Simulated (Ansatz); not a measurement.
An Ansatz input:

```yaml
crystal:
  lattice:
    - [-1.7906690191, 1.7906690191, 1.7906690191]
    - [1.7906690191, -1.7906690191, 1.7906690191]
    - [1.7906690191, 1.7906690191, -1.7906690191]
  atoms:
    - { symbol: Zr, position: [0.0, 0.0, 0.0], spin: 1.0 }
hamiltonian:
  xc: mr2scan
  pseudopotentials:
    kind: paw
    azcp:
      Zr: "pseudopotentials/Zr.paw.azcp"
basis:
  ecutwfc: 500
  fft_grid_basis: typed
kpoints:
  mp_grid: { grid: [20, 20, 20], shift: [0, 0, 0] }
magnetization:
  spin_polarized: true
scf:
  occupations: { method: fermi_dirac, width: 0.05 }
```

Output

```
Engine: ansatz 0.2.0, x86_64-unknown-linux-gnu
Pseudopotentials: kind: paw
Pseudopotential: Zr, paw, valence charge 12, recommended cutoff 500 eV (meta_gga) 
Functional definition: m-r2SCAN
  exchange = m_r2scan_x
  correlation = m_r2scan_c
Crystal: 1 atoms, lattice volume = 22.967 Å³
Basis set: ecut = 500 eV, 603 PW (Γ), exchange–correlation on 96×96×96 points (64 copies of the dense FFT grid, shifted against one another)
Bands: 11, of which v1, the nominal top of the filled ones, is band 6 counted from 1 (5 counted from 0)
Symmetry: 48 space group operations
Space group: Im-3m (ITA 229), of the structure as read, at distance tolerance 2.8e-5 Å
Magnetic group: BNS 229.140 (UNI 1642), of the structure as read, at distance tolerance 2.8e-5 Å
k-points: 256 of 8000
Non-local potential: Zr, projectors of the file, l = 0: 3, l = 1: 2, l = 2: 2, l = 3: 2
PAW form: soft (Blöchl's): semilocal exchange-correlation on the pseudo side does not see the compensation charge
PAW frozen core: Zr, regenerated for the run's functional (the file was generated under x = pbe(κ = 0.804, μ = 0.2195149727645171), c = pbe(β = 0.06672455060314922))
PAW one-centre angular grid: Zr, 590 points (default); XC on 160 Gauss nodes
Initial density: superposition of atomic densities (chi_scale 0.1, normalization cell)
Starting moments: Σ|m| = 1 μB on 1 of 1 site
Initial wavefunctions: pseudopotential atomic-orbital guess
Functional: x = mr2scan, c = mr2scan; τ floored in thin density (d = 2e-4 eV/Å³)
iter 1 solved again at ethr=2.20e-3 eV; its pass at ethr=3.10e-3 eV (dr2=2.64e-1 eV) is discarded
SCF iter   1: F=—  HF=-4194.879947 eV  |F-HF|=—  |Δ(HF+E_count)|=         —  Δρ=2.50e-2 (↑2.50e-2 ↓9.39e-3)  dr2=2.97e-1  dr2_τ=3.14e-3  dr2_m=2.57e-2  M=0.847 μB ∫|m|=0.847 μB  β_m=1.00  ethr=2.20e-3  ⟨swp⟩=2.0  Hψ=42432  notcnv=0
Mixer restart at iter 1: flushing history
SCF iter   2: F=—  HF=-4194.919850 eV  |F-HF|=—  |Δ(HF+E_count)|=         —  Δρ=1.20e-2 (↑1.20e-2 ↓7.10e-3)  dr2=6.80e-2  dr2_τ=2.00e-3  dr2_m=7.88e-3  M=0.625 μB ∫|m|=0.625 μB  β_m=1.00  ethr=2.20e-3  ⟨swp⟩=2.6  Hψ=9933  notcnv=0  defer=1
Mixer restart at iter 2: flushing history
SCF iter   3: F=—  HF=-4194.910998 eV  |F-HF|=—  |Δ(HF+E_count)|=   8.85e-3  Δρ=6.54e-3 (↑6.54e-3 ↓5.40e-3)  dr2=1.90e-2  dr2_τ=5.82e-4  dr2_m=3.24e-3  M=0.458 μB ∫|m|=0.458 μB  β_m=1.00  ethr=5.67e-4  ⟨swp⟩=2.5  Hψ=9256  notcnv=0  defer=4  κ⁻¹=1.0e0(r=1)
SCF iter   4: F=—  HF=-4194.919330 eV  |F-HF|=—  |Δ(HF+E_count)|=   8.33e-3  Δρ=3.46e-3 (↑2.95e-3 ↓3.46e-3)  dr2=8.81e-4  dr2_τ=1.74e-4  dr2_m=1.62e-3  M=0.165 μB ∫|m|=0.165 μB  β_m=0.66  ethr=1.58e-4  ⟨swp⟩=2.6  Hψ=10631  notcnv=0  defer=8  κ⁻¹=1.5e-2(r=2)
SCF iter   5: F=—  HF=-4194.916408 eV  |F-HF|=—  |Δ(HF+E_count)|=   2.92e-3  Δρ=2.17e-3 (↑1.88e-3 ↓2.17e-3)  dr2=3.56e-4  dr2_τ=2.06e-5  dr2_m=6.39e-4  M=0.109 μB ∫|m|=0.109 μB  β_m=0.70  ethr=7.34e-6  ⟨swp⟩=2.3  Hψ=7806  notcnv=0  defer=8  κ⁻¹=1.2e-2(r=3)
...
SCF iter  15: F=—  HF=-4194.911721 eV  |F-HF|=—  |Δ(HF+E_count)|=  7.91e-10  Δρ=4.47e-7 (↑4.42e-7 ↓4.47e-7)  dr2=4.71e-13  dr2_τ=4.38e-12  dr2_m=4.11e-11  M=0.000 μB ∫|m|=0.000 μB  β_m=1.00  ethr=1.00e-12  ⟨swp⟩=2.6  Hψ=11114  notcnv=0  κ⁻¹=5.5e-8(r=8)
SCF iter  16: F=—  HF=-4194.911721 eV  |F-HF|=—  |Δ(HF+E_count)|=  1.38e-10  Δρ=3.45e-7 (↑3.45e-7 ↓3.42e-7)  dr2=2.83e-13  dr2_τ=2.92e-12  dr2_m=2.45e-11  M=0.000 μB ∫|m|=0.000 μB  β_m=1.00  ethr=1.00e-12  ⟨swp⟩=1.9  Hψ=8970  notcnv=0  κ⁻¹=1.1e-7(r=8)
SCF iter  17: F=—  HF=-4194.911721 eV  |F-HF|=—  |Δ(HF+E_count)|=  8.19e-11  Δρ=2.84e-7 (↑2.83e-7 ↓2.84e-7)  dr2=2.09e-13  dr2_τ=1.81e-12  dr2_m=1.67e-11  M=0.000 μB ∫|m|=0.000 μB  β_m=1.00  ethr=1.00e-12  ⟨swp⟩=2.0  Hψ=9795  notcnv=0  κ⁻¹=3.2e-7(r=8)
SCF iter  18: F=-4194.911721 eV  HF=-4194.911721 eV  |F-HF|=6.37e-12  |Δ(HF+E_count)|=  1.48e-10  Δρ=9.09e-8 (↑9.09e-8 ↓8.65e-8)  dr2=9.53e-14  dr2_τ=1.58e-13  dr2_m=1.62e-12  M=0.000 μB ∫|m|=0.000 μB  ethr=1.00e-12  ⟨swp⟩=2.0  Hψ=10767  notcnv=0
SCF 1 converged in 18 iterations: F = -4194.911721 eV  dr2 = 9.53e-14
WARN: the starting moments were not kept: the SCF closed with an absolute magnetisation of 1.5e-5 μB, where they sum to 1 μB in size (1 site). That is at most 0.1 of that sum. Measured as dr2_m measures the in/out step, that magnetisation stands 2.7e-11 eV from none, at or under the dr2_threshold of 1.0e-7 eV: it is no larger than a step whose dr2_m would equal this threshold. The system may hold no moment; this SCF shows only that its start led to no more than that. To try another start: raise the starting moments (crystal.atoms[].spin, magnetization.per_species, magnetization.initial_magnetization, or on a non-collinear deck that types none of these the spinor_matrix: blocks that start its atoms; where the total moment is fixed, keep their sum and leave initial_magnetization as it is; typed ones take the place of any that the run laid by itself, positive ones on a crystal's lanthanoids without a Hubbard term where scf.initial_density.shell_occupations: [] is typed) or, if the notice of its spin-set hold's release reads "site moments contracting" or "site moments show no strong build", lengthen the hold (scf.mixing.spin_hold: { on: { confirm: 4 } }; for m-r²SCAN on two components see the key's manual first). Each may lead to a state that holds a moment. A second SCF, from the converged charge density, with the starting moments and any scf.initial_density.shell_occupations laid on it anew, would have followed, and was not run: the deck does not ask for one (magnetization.retry_lost_moments is false, the default). To let it run, set magnetization.retry_lost_moments: true and run the deck again, where that key's refused combinations let it; where memory then withholds it, that run's warning says so.
this state was not tested for a lower state beside it, because the mixer in use, unlike msr1, does not test its closes by its own steps (another_mixer; see scf.mixing.algorithm and scf.lower_state_search)
SCF converged after 18 iterations
Magnetization: 0.0000 μB (6.0000 up, 6.0000 down)
Absolute magnetization: 0.0000 μB (∫|ρ↑−ρ↓|, with the PAW one-centre terms)
Spin contamination: 0.0000 ħ² per cell (⟨S²⟩ above its minimum at these occupations)
Per-site moments (μB) at R_I (Å): [(9.040471117224886e-6, 1.279381009756049)]
Free energy (F): -4194.911721 eV
Harris-Foulkes:  -4194.911721 eV  (|F-HF|=6.37e-12)
Internal energy: -4194.897666 eV  (E = F + TS)
E sigma→0 (E₀):  -4194.904693 eV
Entropy (-TS):   -0.014055 eV (-14.055 meV/atom)
Fermi energy:    13.961773 eV
--- Per-component energies (eV) ---
  E_band       = -102.996871
  E_kinetic    = 332.261240
  E_local      = -618.591705  (includes V_loc(G=0)·N_el)
  E_nonlocal   = 80.408455
  E_hartree    = 191.086110
  E_xc         = -155.181508
  E_vxc        = -210.495742  (∫ρ·V_xc dr)
  E_paw        = -2971.180698  (= ΣΔE_a)
  E_vpaw       = -81.256644  (= ΣTr[D̂ρ^β])
  E_aug_tail   = 0.000008  (compensation charges beyond the density's cutoff)
  E_vtau       = 12.505291  (kinetic-family band-sum trace: ∫τ·v_τ [+ j·A + Jᵃ·Aᵃ] dr)
  E_ewald      = -1053.534826
  E_core_change = -0.164742  (= ΣΔE_core)
  E_smearing   = -0.014055  (= −TS)
  E_closure    = -0.000000  (closes the sum)
  Σ components = -4194.911721   (vs F -4194.911721, Δ=0.00e0)
```
